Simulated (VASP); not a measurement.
Here is a VASP 6.6.1 calculation.

The input INCAR:

```
SYSTEM = LiCl
  PREC = Accurate
  ENCUT = 520
  EDIFF = 1E-6
  ISMEAR = 0
  SIGMA = 0.02
  LREAL = .False.
  LASPH = .True.
  NELM = 100
  ALGO = Fast
  ISIF = 2
  LWAVE = .False.
  LCHARG = .False.
  GGA = PS
  NBANDS = 12
```

File KPOINTS:

```
Automatic mesh
0
Gamma
  10 10 10
  0 0 0
```

Contents of POSCAR:

```
LiCl
1.0
    0.0000000000      2.5647700000      2.5647700000
    2.5647700000      0.0000000000      2.5647700000
    2.5647700000      2.5647700000      0.0000000000
Cl Li
1 1
Direct
    0.5000000000      0.5000000000      0.5000000000
    0.0000000000      0.0000000000      0.0000000000
```

File KPOINTS_OPT:

```
path GXWKGLUWLK,UX
20
line-mode
reciprocal
 0.0000000000  0.0000000000  0.0000000000  G
 0.5000000000  0.0000000000  0.5000000000  X

 0.5000000000  0.0000000000  0.5000000000  X
 0.5000000000  0.2500000000  0.7500000000  W

 0.5000000000  0.2500000000  0.7500000000  W
 0.3750000000  0.3750000000  0.7500000000  K

 0.3750000000  0.3750000000  0.7500000000  K
 0.0000000000  0.0000000000  0.0000000000  G

 0.0000000000  0.0000000000  0.0000000000  G
 0.5000000000  0.5000000000  0.5000000000  L

 0.5000000000  0.5000000000  0.5000000000  L
 0.6250000000  0.2500000000  0.6250000000  U

 0.6250000000  0.2500000000  0.6250000000  U
 0.5000000000  0.2500000000  0.7500000000  W

 0.5000000000  0.2500000000  0.7500000000  W
 0.5000000000  0.5000000000  0.5000000000  L

 0.5000000000  0.5000000000  0.5000000000  L
 0.3750000000  0.3750000000  0.7500000000  K

 0.6250000000  0.2500000000  0.6250000000  U
 0.5000000000  0.0000000000  0.5000000000  X
```

Potentials or basis: VASP PAW PBE potentials, release 64 (Cl, Li_sv).

Command:

```console
$ cat potpaw_PBE.64/Cl/POTCAR potpaw_PBE.64/Li_sv/POTCAR > POTCAR
$ mpirun -np 1 vasp_std > vasp.out
```

**Question.** Predict the band gap along the path.

**Answer.** 6.13 eV, direct.

**Question.** Estimate the band gap on the k mesh.

**Answer.** 6.14 eV, direct.

Levels at the corners of the path, in eV from the valence-band top:
| point | band 3 | band 4 | band 5 | band 6 | band 7 | band 8 |
| --- | --- | --- | --- | --- | --- | --- |
| Γ | 0.00 | 0.00 | 0.00 | 6.13 | 11.81 | 11.81 |
| X | -2.96 | -1.13 | -1.13 | 7.77 | 8.09 | 12.27 |
| X | -2.96 | -1.13 | -1.13 | 7.77 | 8.09 | 12.27 |
| W | -2.17 | -2.17 | -1.09 | 9.47 | 10.02 | 10.27 |
| W | -2.17 | -2.17 | -1.09 | 9.47 | 10.02 | 10.27 |
| K | -2.54 | -1.82 | -0.85 | 7.94 | 9.81 | 11.29 |
| K | -2.54 | -1.82 | -0.85 | 7.94 | 9.81 | 11.29 |
| Γ | 0.00 | 0.00 | 0.00 | 6.13 | 11.81 | 11.81 |
| Γ | 0.00 | 0.00 | 0.00 | 6.13 | 11.81 | 11.81 |
| L | -2.88 | -0.27 | -0.27 | 6.56 | 9.39 | 9.39 |
| L | -2.88 | -0.27 | -0.27 | 6.56 | 9.39 | 9.39 |
| U | -2.54 | -1.82 | -0.85 | 7.94 | 9.81 | 11.29 |
| U | -2.54 | -1.82 | -0.85 | 7.94 | 9.81 | 11.29 |
| W | -2.17 | -2.17 | -1.09 | 9.47 | 10.02 | 10.27 |
| W | -2.17 | -2.17 | -1.09 | 9.47 | 10.02 | 10.27 |
| L | -2.88 | -0.27 | -0.27 | 6.56 | 9.39 | 9.39 |
| L | -2.88 | -0.27 | -0.27 | 6.56 | 9.39 | 9.39 |
| K | -2.54 | -1.82 | -0.85 | 7.94 | 9.81 | 11.29 |
| U | -2.54 | -1.82 | -0.85 | 7.94 | 9.81 | 11.29 |
| X | -2.96 | -1.13 | -1.13 | 7.77 | 8.09 | 12.27 |

 Expect the measured gap to be larger: semilocal functionals such as PBEsol lack the derivative discontinuity.
